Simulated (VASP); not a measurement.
The system is P.

```
P
1.0
     4.41442    0.00000    0.00000
    -2.20721    3.82300    0.00000
     0.00000    0.00000    2.70604
P
3
Direct
  0.00000 0.00000 0.00000
  0.33333 0.66667 0.50000
  0.66667 0.33333 0.50000
```

The cell was built by a generator and needn't be a form met in nature.

```yaml
Program: VASP 6.6.1
Task: relaxation of cell and atoms
Functional: RPBE
Potentials_or_basis: VASP PAW PBE potentials, release 64 (P)
Cutoff: 600 eV
k_mesh: 8 × 8 × 12
Occupations: fermi-dirac, width 0.1 eV
Spin: no spin polarisation
```

At the start: pressure -3.8 GPa; volume 15.22 Å³/atom.

Question: Where does the relaxation end?

Answer: Over 7 steps the energy falls by 34.5 meV/atom and the volume is 14.51 Å³/atom (-4.7 %); space group P6/mmm (No. 191, to 0.05 Å).

Step by step:
| step | energy change (eV) | largest force (eV/Å) | pressure (GPa) | volume (Å³) |
| --- | --- | --- | --- | --- |
| 1 | 0.0000 | 0.0000 | -3.81 | 45.67 |
| 2 | -0.0731 | 0.0000 | 0.34 | 43.30 |
| 3 | -0.0795 | 0.0000 | 1.96 | 42.55 |
| 4 | -0.1015 | 0.0000 | 1.06 | 43.03 |
| 5 | -0.1021 | 0.0000 | 0.94 | 43.12 |
| 6 | -0.1032 | 0.0000 | -0.25 | 43.68 |
| 7 | -0.1034 | 0.0000 | 0.03 | 43.54 |

Final structure:
```cif
data_structure
_symmetry_space_group_name_H-M 'P 1'
_symmetry_Int_Tables_number 1
_cell_length_a 4.4674
_cell_length_b 4.4674
_cell_length_c 2.5191
_cell_angle_alpha 90.000
_cell_angle_beta 90.000
_cell_angle_gamma 120.000
_cell_volume 43.54
loop_
_atom_site_label
_atom_site_type_symbol
_atom_site_fract_x
_atom_site_fract_y
_atom_site_fract_z
_atom_site_occupancy
P1 P 0.00000 0.00000 0.00000 1
P2 P 0.33333 0.66667 0.50000 1
P3 P 0.66667 0.33333 0.50000 1
```

Caveat: the PAW data sets were made with another functional, which shifts forces and pressure a little.
